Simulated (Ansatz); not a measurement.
# TaSi2 (P6_222) in Ansatz: further runs, part 2 of 2

Ansatz 0.2.0.

## 5. Projected density of states, PBEsol+U

Contents of input.yaml:

```yaml
crystal:
  lattice:
    - [4.78, 0.0, 0.0]
    - [-2.39, 4.1396014301, 0.0]
    - [0.0, 0.0, 6.564]
  atoms:
    - { symbol: Ta, position: [0.0, 0.5, 0.1666666667] }
    - { symbol: Ta, position: [0.5, 0.5, 0.8333333333] }
    - { symbol: Ta, position: [0.5, 0.0, 0.5] }
    - { symbol: Si, position: [0.3333, 0.16665, 0.1666666667] }
    - { symbol: Si, position: [0.16665, 0.83335, 0.8333333333] }
    - { symbol: Si, position: [0.83335, 0.6667, 0.5] }
    - { symbol: Si, position: [0.6667, 0.83335, 0.1666666667] }
    - { symbol: Si, position: [0.83335, 0.16665, 0.8333333333] }
    - { symbol: Si, position: [0.16665, 0.3333, 0.5] }
hamiltonian:
  xc: pbesol
  pseudopotentials: { kind: paw }
  hubbard: { sites: [{ species: Ta, l: d, u_eff: 6.0 }] }
kpoints:
  mp_grid: { grid: [7, 7, 4] }
scf:
  occupations: { method: fermi_dirac, width: 0.05 }
  n_extra_bands: 22
output:
  forces: true
  stress: true
  eigenvalues: true
  dos: { projected: true, de: 0.05, nscf_kmesh: { grid: [11, 11, 6] } }
```

The run is started by

```
$ ansatz run input.yaml --threads 4 --pin off --max-ram 11264MiB --backend cpu --events-out ev --progress --plain --runs-dir out
```

Wall time 18 s (4 threads of Arm Neoverse V1, shared host); peak memory 0.79 GiB.

The run converged. Its results:

```
Free energy                          : -33131.4402 eV
Pressure                             : 0.7 GPa
Largest force                        : 0.827 eV/Å
Band gap on the k mesh               : none (metal or under the smearing width)
Density of states at the Fermi level : 3.49 states/eV per cell
```

Forces in eV/Å, atoms in the order of the input:
```
Ta   0.000  0.000  0.000
Ta   0.000  0.000  0.000
Ta   0.000  0.000  0.000
Si  -0.716 -0.414  0.000
Si  -0.716  0.414  0.000
Si   0.000  0.827  0.000
Si   0.716  0.414  0.000
Si   0.716 -0.414  0.000
Si   0.000 -0.827  0.000
```

Stress tensor (GPa, compression positive):
```
0.08 0.00 0.00
0.00 0.08 0.00
0.00 0.00 1.83
```

Levels at points of the mesh, in eV from the Fermi level:
```csv
k point,band 29,band 30,band 31,band 32,band 33,band 34,band 35,band 36
"(0.00, 0.00, 0.00)",-2.39,-2.39,-2.30,-2.00,0.76,3.03,3.03,3.25
"(0.00, 0.00, -0.50)",-2.14,-2.14,-1.79,1.23,1.23,2.71,2.71,2.98
```

States per cell in windows of 1 eV (zero at the Fermi level; states under -8 eV left out):
```csv
from (eV),total,Si 3p,Ta 5d,Si 3s,Ta 6s,Ta 5p,Ta 5s
-8.0,2.84,0.82,0.57,1.25,0.14,0.03,0.01
-7.0,1.73,0.78,0.39,0.42,0.11,0.01,0.01
-6.0,3.52,2.06,0.83,0.38,0.17,0.04,0.02
-5.0,3.33,1.76,0.97,0.34,0.18,0.04,0.01
-4.0,4.36,2.16,1.51,0.45,0.12,0.05,0.01
-3.0,8.78,3.88,4.23,0.31,0.07,0.07,0.00
-2.0,4.10,1.50,2.22,0.21,0.02,0.01,0.00
-1.0,2.32,0.62,1.50,0.09,0.01,0.00,0.00
0.0,2.21,0.48,1.45,0.12,0.02,0.00,0.00
1.0,3.83,1.15,1.69,0.57,0.16,0.01,0.01
2.0,6.56,1.72,2.82,0.83,0.47,0.01,0.01
3.0,6.73,1.69,2.84,0.77,0.49,0.01,0.02
4.0,6.02,1.67,2.35,0.74,0.38,0.01,0.01
5.0,5.20,1.81,1.45,0.50,0.36,0.01,0.02
6.0,5.89,2.52,1.21,0.35,0.34,0.00,0.02
7.0,5.61,2.32,0.89,0.25,0.29,0.00,0.02
```

Eigenvalues of the final occupation matrices:
```tsv
site	spin	trace	eigenvalues
site 1	1	2.20	0.39 0.42 0.44 0.44 0.51
site 2	1	2.20	0.39 0.42 0.44 0.44 0.51
site 3	1	2.20	0.39 0.42 0.44 0.44 0.51
```

Caveat: the cell's inner coordinates are idealised or old, which leaves forces on the atoms; U without spin polarisation on a metal has little footing; the PAW data sets come from PBE, with cores solved anew for the run's functional, which leaves a small shift of forces and pressure; the U is typed as a test and isn't derived for this compound; the density of states is complete only up to the lowest level of the last band computed.

## 6. Projected density of states, PBEsol+U

input.yaml: that of step 5 with these lines changed.

```diff
@@ -18,3 +18,3 @@
   pseudopotentials: { kind: paw }
-  hubbard: { sites: [{ species: Ta, l: d, u_eff: 6.0 }] }
+  hubbard: { sites: [{ species: Ta, l: d, u_eff: 8.0 }] }
 kpoints:
```

Potentials or basis: Ansatz PAW.

The run is started by

```
$ ansatz run input.yaml --threads 4 --pin off --max-ram 11264MiB --backend cpu --events-out ev --progress --plain --runs-dir out
```

The log of the run:

```text
Warning: RAYON_NUM_THREADS=4 ignored (pool sized by the plan → 4); use --threads N
Ta: projections on atomic orbitals take those of the free atom [Kr 4d10 4f14] 5s2 5p6 5d3 6s2, of charge +0.00 (hamiltonian.pseudopotentials.projection_atoms); the dataset's partial waves leave at most 6.0e-5 of an orbital's norm unspanned inside its sphere
Si: projections on atomic orbitals take those of the free atom [Ne] 3s2 3p2, of charge +0.00 (hamiltonian.pseudopotentials.projection_atoms); the dataset's partial waves leave at most 6.1e-8 of an orbital's norm unspanned inside its sphere
scf.n_extra_bands = 22 over 32 filled bands (N_el = 63.0): the run solves 54 bands
Engine: ansatz 0.2.0, aarch64-unknown-linux-gnu
Pseudopotentials: kind: paw
Pseudopotential: Ta, paw, valence charge 13, recommended cutoff 420 eV (normal), Ta.paw.azcp
[... 75 lines left out ...]
  P = ⅓ Tr σ = 1.6158 GPa (16.158 kbar)
--- Band table (eV; the first three rows and the last of 24) ---
  k-point 0: bands = ["-52.7855", "-52.7691", "-52.7691", "-19.5479", "-19.4446", "-19.4446", "-19.4044", "-19.4044", "-19.2833", "-19.2833", "-19.2799", "-19.2168", "1.8618", "5.3025", "5.3025", "8.9656", "9.3504", "9.3504", "9.4970", "9.4970", "10.1590", "11.5134", "11.5134", "11.7074", "12.5808", "12.5808", "12.8982", "12.8982", "12.9092", "12.9092", "13.0193", "13.2107", "16.2673", "18.3582", "18.3582", "18.4533", "18.8744", "18.8803", "19.2259", "19.2259", "19.4363", "19.4363", "19.5874", "19.5874", "20.0124", "20.5177", "20.5177", "20.8126", "21.3675", "21.3675", "21.5009", "22.8568", "23.2465", "23.2465"]
  k-point 1: bands = ["-52.7842", "-52.7742", "-52.7657", "-19.5351", "-19.4803", "-19.4531", "-19.3932", "-19.3634", "-19.3053", "-19.2959", "-19.2604", "-19.2227", "2.1122", "3.9600", "6.6284", "8.9305", "9.1658", "9.4559", "9.7517", "9.8574", "10.1744", "10.5348", "10.9361", "11.1378", "12.2518", "12.7434", "12.8003", "12.9542", "13.2551", "13.2690", "13.3532", "14.4406", "17.0849", "17.5436", "17.9919", "18.6721", "18.6810", "18.7326", "18.7466", "18.9205", "19.2910", "19.4166", "19.7825", "19.9544", "20.2731", "20.2946", "20.3973", "20.6039", "20.9014", "21.7137", "22.3092", "22.7525", "23.0291", "23.3372"]
  k-point 2: bands = ["-52.7800", "-52.7800", "-52.7645", "-19.5004", "-19.5004", "-19.4930", "-19.3393", "-19.3385", "-19.3385", "-19.3225", "-19.2387", "-19.2387", "2.8400", "2.8400", "7.4848", "8.7748", "8.8911", "9.6354", "9.6354", "10.1452", "10.1452", "10.3628", "10.3628", "11.1622", "12.3391", "12.3391", "12.8529", "12.9967", "13.1516", "13.1516", "13.5079", "16.7282", "16.7282", "18.0158", "18.0158", "18.2707", "18.3286", "18.5923", "18.6549", "18.6549", "18.9957", "19.5015", "19.7717", "19.7717", "19.9845", "20.1245", "20.1245", "20.6806", "20.6806", "21.8059", "21.8059", "22.0416", "23.4617", "23.4617"]
  k-point 23: bands = ["-52.7788", "-52.7739", "-52.7712", "-19.5592", "-19.4878", "-19.4708", "-19.3894", "-19.3840", "-19.2801", "-19.2627", "-19.2564", "-19.2429", "4.7766", "4.8073", "5.4647", "6.0828", "6.3777", "7.2360", "10.0725", "10.1201", "10.8411", "11.3867", "12.3369", "12.3372", "12.5082", "12.7157", "12.7252", "12.9251", "13.8956", "14.5029", "15.0926", "15.5562", "16.7414", "16.8705", "17.0510", "17.4613", "17.5968", "18.1428", "18.5500", "18.7461", "19.1208", "19.3018", "19.4593", "19.8332", "20.4555", "20.6209", "21.0653", "21.3896", "21.6461", "21.6966", "21.8787", "22.5252", "23.1569", "23.1590"]
Occupation matrices written to <dir>
```

occupation_matrices:

```text
# The occupation matrices of the corrected shells as a run of Ansatz 0.0.0 ended. An entry of
# hamiltonian.hubbard.sites starts from them by `starting_ns: <path of this file>`, where that key's refused
# combinations let it.
# Free energy -33124.129851 eV.
[... 40 lines left out ...]
  site2_d:
    matrix:
      - [0.37051153937072234, -1.8431436932253575e-18, -1.0245710529988017e-17, -0.020631093061724927, 1.734723475976807e-18]
      - [-1.8431436932253575e-18, 0.5446233102614623, -1.0842021724855044e-19, -4.336808689942018e-19, -1.5395670849294163e-17]
      - [-1.0028870095490916e-17, -1.0842021724855044e-19, 0.44382152417224846, 1.8648277366750676e-17, -4.336808689942018e-19]
      - [-0.020631093061724927, -4.336808689942018e-19, 1.8810907692623502e-17, 0.4223338150650333, 8.673617379884035e-19]
      - [1.734723475976807e-18, -1.5829351718288365e-17, -4.336808689942018e-19, 8.673617379884035e-19, 0.4050355309358884]
```

It took 20 s on 4 threads of Arm Neoverse V1, shared host; peak memory 0.79 GiB.

Results:

* Free energy: -33124.1299 eV
* Pressure: 1.6 GPa
* Largest force: 0.857 eV/Å
* Band gap on the k mesh: none (metal or under the smearing width)
* Density of states at the Fermi level: 3.08 states/eV per cell

Forces on the atoms (eV/Å):
```
Ta   0.000  0.000  0.000
Ta   0.000  0.000  0.000
Ta   0.000  0.000  0.000
Si  -0.742 -0.429  0.000
Si  -0.742  0.429  0.000
Si   0.000  0.857  0.000
Si   0.742  0.429  0.000
Si   0.742 -0.429  0.000
Si   0.000 -0.857  0.000
```

Stress tensor (GPa, compression positive):
```
1.20 0.00 0.00
0.00 1.20 0.00
0.00 0.00 2.44
```

Levels at points of the mesh, in eV from the Fermi level:
```
            k point  band 30  band 31  band 32  band 33  band 34  band 35
 (0.00, 0.00, 0.00)    -2.44    -2.33    -2.13     0.92     3.01     3.01
(0.00, 0.00, -0.50)    -2.19    -1.84     1.38     1.38     2.67     2.67
```

States per cell in windows of 1 eV (zero at the Fermi level; states under -8 eV left out):
```tsv
from (eV)	total	Si 3p	Ta 5d	Si 3s	Ta 6s	Ta 5p	Ta 5s
-8.0	2.79	0.79	0.57	1.23	0.13	0.03	0.01
-7.0	1.80	0.86	0.40	0.39	0.12	0.02	0.01
-6.0	3.57	2.07	0.86	0.39	0.17	0.04	0.02
-5.0	3.27	1.72	0.97	0.33	0.17	0.04	0.01
-4.0	4.71	2.34	1.66	0.45	0.11	0.05	0.01
-3.0	8.53	3.78	4.10	0.30	0.07	0.07	0.00
-2.0	3.95	1.41	2.18	0.21	0.02	0.01	0.00
-1.0	2.26	0.60	1.46	0.09	0.01	0.00	0.00
0.0	2.01	0.47	1.27	0.12	0.02	0.00	0.00
1.0	4.29	1.28	1.86	0.63	0.19	0.01	0.01
2.0	6.68	1.70	2.88	0.83	0.51	0.01	0.02
3.0	6.71	1.69	2.86	0.75	0.46	0.01	0.02
4.0	5.84	1.62	2.28	0.70	0.37	0.01	0.01
5.0	5.49	1.92	1.51	0.51	0.38	0.01	0.02
6.0	5.80	2.48	1.19	0.34	0.32	0.00	0.02
7.0	5.58	2.29	0.88	0.24	0.29	0.00	0.02
```

Eigenvalues of the final occupation matrices:
| site | spin | trace | eigenvalues |
| --- | --- | --- | --- |
| site 1 | 1 | 2.19 | 0.36 0.41 0.43 0.44 0.54 |
| site 2 | 1 | 2.19 | 0.36 0.41 0.43 0.44 0.54 |
| site 3 | 1 | 2.19 | 0.36 0.41 0.43 0.44 0.54 |

Caveat: the cell's inner coordinates are idealised or old, which leaves forces on the atoms; U without spin polarisation on a metal has little footing; the PAW data sets come from PBE, with cores solved anew for the run's functional, which leaves a small shift of forces and pressure; the U is typed as a test and isn't derived for this compound; the density of states is complete only up to the lowest level of the last band computed.

## 7. Overview

```tsv
U	gap on the mesh (eV)	pressure (GPa)	largest force (eV/Å)
Ta d U = 3 eV	none	-0.4	0.78
Ta d U = 4 eV	none	-0.1	0.80
Ta d U = 5 eV	none	0.3	0.81
Ta d U = 6 eV	none	0.7	0.83
Ta d U = 8 eV	none	1.6	0.86
```

Alike in all rows: task projected density of states; level PBEsol+U; potentials or basis Ansatz PAW; no spin polarisation; cell as given; k mesh 7 × 7 × 4; cutoff (eV) 420; smearing fermi-dirac 0.05 eV.

Every run on the cell as given and a fine mesh finds a metal.

Caveats: the cell's inner coordinates are idealised or old, which leaves forces on the atoms; U without spin polarisation on a metal has little footing; the PAW data sets come from PBE, with cores solved anew for the run's functional, which leaves a small shift of forces and pressure; the U is typed as a test and isn't derived for this compound; the density of states is complete only up to the lowest level of the last band computed.

Absolute energies hang on the potentials; compare differences alone.
